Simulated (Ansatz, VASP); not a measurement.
## One calculation of Si2Mo, two programs

```xyz
3
Lattice="-1.5893 1.5893 3.8981 1.5893 -1.5893 3.8981 1.5893 1.5893 -3.8981" Properties=species:S:1:pos:R:3 pbc="T T T"
Si    0.0000    0.0000    5.1870
Si    0.0000    0.0000    2.6092
Mo    0.0000    0.0000    0.0000
```

Alike in both runs: functional PBE; dispersion D3(BJ); k mesh 20 × 20 × 20; occupations gaussian, width 0.1 eV; no spin polarisation.

Ansatz relaxed the structure, and its values are those at the end. VASP's run is a single point on that final structure, the one shown.

|  | VASP | Ansatz |
| --- | --- | --- |
| version | VASP 6.6.1 | Ansatz 0.2.0 |
| potentials or method | VASP PAW PBE potentials, release 64 (Si, Mo_sv) | scalar-relativistic, plane waves, PAW |
| plane-wave cutoff (eV) | 520 | 420 |
| valence electrons in the cell | 22 | 22 |

```tsv
	VASP	Ansatz	Ansatz less VASP
gap on the k mesh at the Fermi level (eV)	none	none	-
pressure (GPa)	0.2	0.0	-0.18
rms of the force components (eV/Å)	0.005	0.003	-0.0022
```

A gap of «none» marks a metal or a gap that the smearing closes.

Caveats: pairwise dispersion overbinds metals, which lowers pressure and volume.
